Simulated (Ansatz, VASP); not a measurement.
## Zr in VASP and in Ansatz

```
Zr
1.0
     3.12329    0.00000    0.00000
     0.00000    3.12329    0.00000
     0.00000    0.00000   18.41701
Zr
3
Cartesian
  1.5616 1.5616 7.0000
  0.0000 0.0000 9.0871
  1.5616 1.5616 11.1739
```

Alike in both runs: functional LDA; k mesh 9 × 9 × 1; occupations gaussian, width 0.1 eV; no spin polarisation.

Ansatz relaxed the structure, and its values are those at the end. VASP's run is a single point on that final structure, the one shown.

```csv
,VASP,Ansatz
version,VASP 6.6.1,Ansatz 0.2.0
potentials or method,"VASP PAW LDA potentials, release 64 (Zr_sv)","scalar-relativistic, plane waves, PAW"
plane-wave cutoff (eV),520,420
valence electrons in the cell,36,36
```

|  | VASP | Ansatz | Ansatz less VASP |
| --- | --- | --- | --- |
| gap on the k mesh at the Fermi level (eV) | none | none | - |
| rms of the force components (eV/Å) | 0.004 | 0.001 | -0.0030 |
| work function, face that differs most (eV) | 4.08 | 4.08 | 0.000 |

A gap of «none» marks a metal or a gap that the smearing closes.
